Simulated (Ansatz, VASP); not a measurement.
NaI: VASP beside Ansatz

The input INCAR:

```
  PREC = Accurate
  ENCUT = 520
  EDIFF = 1E-6
  ISMEAR = 0
  SIGMA = 0.02
  LREAL = False
  LASPH = True
  NELM = 60
  ALGO = Normal
  ISIF = 2
  LWAVE = False
  LCHARG = False
  GGA = PE
  NBANDS = 14
```

The input KPOINTS:

```
regular mesh
0
Gamma
  6 6 6
```

POSCAR

```
NaI
1.0
    0.0000000000      3.1630799003      3.1630799003
    3.1630799003      0.0000000000      3.1630799003
    3.1630799003      3.1630799003      0.0000000000
Na I
1 1
Direct
    0.0000000000      0.0000000000      0.0000000000
    0.5000000000      0.5000000000      0.5000000000
```

Input for Ansatz:

```yaml
crystal:
  lattice:
    - [0.0, 3.1630799003, 3.1630799003]
    - [3.1630799003, 0.0, 3.1630799003]
    - [3.1630799003, 3.1630799003, 0.0]
  atoms:
    - { symbol: Na, position: [0.0, 0.0, 0.0] }
    - { symbol: I, position: [0.5, 0.5, 0.5] }
basis:
  ecutwfc: 420
kpoints:
  mp_grid: { grid: [6, 6, 6] }
hamiltonian:
  xc: pbe
scf:
  occupations: { method: gaussian, width: 0.02 }
output:
  forces: true
  stress: true
  eigenvalues: true
  write_density: true
  write_potential: true
  elf: true
  volumetric_format: npy
```

Alike in both runs: task single point; functional PBE; k mesh 6 × 6 × 6; occupations gaussian, width 0.02 eV; no spin polarisation.

```csv
,VASP,Ansatz
version,VASP 6.6.1,Ansatz 0.2.0
potentials or method,"VASP PAW PBE potentials, release 64 (Na_pv, I)","scalar-relativistic, plane waves, PAW"
plane-wave cutoff (eV),520,420
valence electrons in the cell,14,26
```

|  | VASP | Ansatz | Ansatz less VASP |
| --- | --- | --- | --- |
| gap on the k mesh at the Fermi level (eV) | 3.84 | 3.84 | +0.004 |
| least direct gap on the mesh (eV) | 3.84 | 3.84 | +0.004 |
| pressure (GPa) | 1.8 | 1.8 | -0.03 |

With one functional, cell and mesh, what is left measures potentials, basis and numerics. The two sets of potentials don't hold the same shells in valence.

Caveats: spin-orbit coupling is left out, which moves the levels of the heavy elements.
